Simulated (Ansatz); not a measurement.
# In2Sb: pressure against volume

In2Sb, P6_3/mmc, a = 5.415 Å, c = 6.447 Å. The structure is a Materials Project entry; whether it is the stable form wasn't checked. Ansatz: r2SCAN, PAW, 500 eV, Γ-centred 12×12×6 mesh on 6 atoms, Gaussian smearing 0.10 eV; no spin polarisation. Shape and atoms are relaxed at each volume; pressure is positive in compression.

| V (Å³/atom) | P (GPa) |
| --- | --- |
| 24.017 | 7.66 |
| 24.835 | 5.14 |
| 25.654 | 3.07 |
| 26.473 | 1.40 |
| 27.292 | 0.00 |
| 28.110 | -1.18 |
| 28.929 | -2.16 |
| 30.021 | ? |

Q: Take V0 = 27.292 Å³/atom, fit the third-order Birch–Murnaghan form to the other rows, and predict the missing pressure.

A: With the Eulerian strain f = ½[(V0/V)^(2/3) − 1] and y = P/[3f(1 + 2f)^(5/2)], the form is the line y = B0 + 1.5 B0 (B0′ − 4) f. Rows (f, y): 0.04448, 46.4; 0.03246, 45.1; 0.02106, 43.8; 0.01026, 43.2; -0.00975, 42.4; -0.01904, 41.7. Means f = 0.01325, y = 43.767; Σ(Δf)² = 0.002986, ΣΔfΔy = 0.2080; the slope is their ratio. y = 42.84 + 69.65 f GPa, so B0 = 42.8 GPa and B0′ = 4 + 2 × (69.65)/(3 × 42.84) = 5.08. At V = 30.021, f = -0.03078, y = 40.70 and P = -3.21 GPa. The run gave -3.24 GPa, so the fit is 0.03 GPa too high, within the rms miss on the fitted rows (0.03 GPa). The form still works here, 22 % of the fitted range beyond its end.